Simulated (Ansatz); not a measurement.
## TiTe and the effect of the functional

The structure is hexagonal, space group P6_3/mmc (No. 194). The conventional cell has a = 3.842 Å, b = 3.842 Å, c = 6.403 Å, α = 90.00°, β = 90.00°, γ = 120.00°. Te (site symmetry -6m2) is surrounded by 6 Ti at 2.74 Å. Ti (site symmetry -3m) is surrounded by 6 Te at 2.74 Å.

Kept alike: task band structure; k mesh 8 × 8 × 4; occupations fermi-dirac, width 0.05 eV; no spin polarisation. Program: Ansatz, Ansatz PAW. Cutoffs run from 420 to 500 eV. The mesh is that of the run's cell of 4 atoms. No spin-orbit coupling.

| run | pressure (GPa) |
| --- | --- |
| A | 3.42 |
| B | 7.63 |
| C | 0.65 |

Pressure is positive in compression, with a Pulay correction for the finite cutoff. For a metal such a mesh leaves the last digits unconverged. All rows use potentials made for PBE.

Problem. The runs differ in the functional (and the cutoff that goes with it) alone: LDA; PBEsol; r2SCAN. Which run is which?

Solution. Run A is PBEsol; run B is r2SCAN; run C is LDA. The pressure runs from 0.65 (LDA) to 7.63 GPa (r2SCAN). A positive pressure means that the functional's own cell is larger than the one given, a negative one that it is smaller.
